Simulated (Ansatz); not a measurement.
Wanted: the native input for an Ansatz 0.2.0 run.

| Item | Value |
| --- | --- |
| Task | band structure |
| Functional | PBEsol |
| Potentials or basis | all-electron PAW datasets made for the crystal |
| Cutoff | 260 eV (chosen from the basis error) |
| k mesh | 9 × 9 × 9 |
| Occupations | fermi-dirac, width 0.05 eV |
| Spin | no spin polarisation |

The system is Pb.

```
Pb
1.0
    -1.97966    1.97966    1.97966
     1.97966   -1.97966    1.97966
     1.97966    1.97966   -1.97966
Pb
1
Direct
  0.00000 0.00000 0.00000
```

This isn't the form of Pb at room conditions, which is fcc.

The input as run:

input.yaml

```yaml
crystal:
  lattice:
    - [-1.9796595667, 1.9796595667, 1.9796595667]
    - [1.9796595667, -1.9796595667, 1.9796595667]
    - [1.9796595667, 1.9796595667, -1.9796595667]
  atoms:
    - { symbol: Pb, position: [0.0, 0.0, 0.0] }
kpoints:
  mp_grid: { grid: [9, 9, 9] }
  band_path:
    path:
      - [0.0, 0.0, 0.0]
      - [0.5, -0.5, 0.5]
      - [0.0, 0.0, 0.5]
      - [0.0, 0.0, 0.0]
      - [0.25, 0.25, 0.25]
      - [0.5, -0.5, 0.5]
    npoints: 6
scf:
  occupations: { method: fermi_dirac, width: 0.05 }
hamiltonian:
  xc: pbesol
  pseudopotentials: { kind: all_electron, datasets: crystal }
output:
  forces: true
  stress: true
  eigenvalues: true
  elf: true
  volumetric_format: npy
```

Potentials or basis: all-electron PAW datasets made for the crystal.

Run with:

```bash
$ ansatz run input.yaml --threads 1 --pin off --max-ram 3072MiB --backend cpu --events-out ev --progress --plain --runs-dir out
```

It gave:

| Item | Value |
| --- | --- |
| Pressure | -2.0 GPa |
| Band gap along the path | none (metal or under the smearing width) |

Caveat: spin-orbit coupling is left out, which moves the levels of the heavy elements.

Wall time 4 s on 1 thread of Arm Neoverse V1 (shared host), peak memory 0.3 GiB.
